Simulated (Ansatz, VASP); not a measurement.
# C: VASP beside Ansatz

Contents of INCAR:

```
  PREC = Accurate
  ENCUT = 520
  EDIFF = 1E-7
  ISMEAR = 0
  SIGMA = 0.05
  LREAL = F
  LASPH = T
  NELM = 80
  ALGO = Normal
  ISIF = 2
  LWAVE = F
  LCHARG = F
  GGA = PE
  NBANDS = 11
```

File KPOINTS:

```
Automatic mesh
0
Gamma
  12 12 12
```

Contents of POSCAR:

```
C
1.0
    0.0000000000      1.7410940939      1.6964506556
    1.7410940939      0.0000000000      1.6964506556
    1.7410940939      1.7410940939      0.0000000000
C
2
Direct
    0.5000000000      0.5000000000      0.5000000000
    0.7500000000      0.7500000000      0.7500000000
```

Input for Ansatz:

```yaml
crystal:
  lattice:
    - [0.0, 1.7410940939, 1.6964506556]
    - [1.7410940939, 0.0, 1.6964506556]
    - [1.7410940939, 1.7410940939, 0.0]
  atoms:
    - { symbol: C, position: [0.5, 0.5, 0.5] }
    - { symbol: C, position: [0.75, 0.75, 0.75] }
basis:
  ecutwfc: 420
kpoints:
  mp_grid: { grid: [12, 12, 12] }
hamiltonian:
  xc: pbe
scf:
  occupations: { method: gaussian, width: 0.05 }
output:
  forces: true
  stress: true
  eigenvalues: true
```

Change from the starting cell: strain -0.025 along x and y, -0.050 along z, atoms carried along.

Alike in both runs: task single point; functional PBE; k mesh 12 × 12 × 12; occupations gaussian, width 0.05 eV; no spin polarisation.

|  | VASP | Ansatz |
| --- | --- | --- |
| version | VASP 6.6.1 | Ansatz 0.2.0 |
| potentials or method | VASP PAW PBE potentials, release 64 (C) | scalar-relativistic, plane waves, PAW |
| plane-wave cutoff (eV) | 520 | 420 |
| valence electrons in the cell | 8 | 8 |

|  | VASP | Ansatz | Ansatz less VASP |
| --- | --- | --- | --- |
| gap on the k mesh at the Fermi level (eV) | 3.69 | 3.70 | +0.010 |
| least direct gap on the mesh (eV) | 5.37 | 5.38 | +0.007 |
| pressure (GPa) | 54.4 | 53.2 | -1.11 |
| largest component of the traceless stress (GPa) | 17.32 | 17.35 | +0.023 |

Caveats: so large a pressure means that the cell lies far from this level's equilibrium, or that cutoff or potentials fall short (VASP).
